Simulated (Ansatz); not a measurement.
Set up this calculation in Ansatz 0.2.0, as the native input.

```
Task                : single point
Functional          : r2SCANh
Potentials or basis : Ansatz PAW
Cutoff              : 500 eV (not typed: the program's choice for these potentials)
k mesh              : 6 × 6 × 4
Occupations         : fermi-dirac, width 0.05 eV
Spin                : collinear spin, ferromagnetic start
Starting moments    : [3.0, 3.0] μB
```

Fe:

```
Fe
1.0
     2.43416    0.00000    0.00000
    -1.21708    2.10804    0.00000
     0.00000    0.00000    3.84193
Fe
2
Direct
  0.66667 0.33333 0.75000
  0.33333 0.66667 0.25000
```

This isn't the form of Fe at room conditions, which is bcc.

These files were run (other wordings do the same):

input.yaml

```yaml
crystal:
  lattice:
    - [2.4341575853, 0.0, 0.0]
    - [-1.2170787927, 2.1080423057, 0.0]
    - [0.0, 0.0, 3.84193447]
  atoms:
    - { symbol: Fe, position: [0.6666666667, 0.3333333333, 0.75], spin: 3.0 }
    - { symbol: Fe, position: [0.3333333333, 0.6666666667, 0.25], spin: 3.0 }
hamiltonian:
  xc: r2scanh
  pseudopotentials: { kind: paw }
magnetization:
  spin_polarized: true
kpoints:
  mp_grid: { grid: [6, 6, 4] }
scf:
  occupations: { method: fermi_dirac, width: 0.05 }
output:
  forces: true
  stress: true
  eigenvalues: true
```

Potentials or basis: Ansatz PAW.

Launch:

```console
$ ansatz run input.yaml --threads 2 --pin off --max-ram 5632MiB --backend cpu --events-out ev --progress --plain --runs-dir out
```

It gave:

The pressure is 60.7 GPa, the band gap on the k mesh is none (metal or under the smearing width) and the net moment is 5.36 μB per cell. The absolute moment is 5.85 μB per cell and the site moments are Fe +2.79 μB.

Caveat: the k mesh is coarse (spacing up to 0.50 Å⁻¹), so the values aren't converged, least of all with exact exchange; the magnetic or orbital state may not be the lowest; a pressure of tens of GPa on the cell as given is suspect, and the run, the potentials or the cell itself is likely at fault; the pressure holds a Pulay correction of +0.4 GPa for the finite cutoff; the PAW data sets come from PBE, with cores solved anew for the run's functional, which leaves a small shift of forces and pressure; the thresholds are loose for stress.

Wall time 2.1 min on 2 threads of Intel(R) Xeon(R) Processor @ 2.50GHz (Skylake/Cascade Lake) (shared host), peak memory 0.75 GiB.
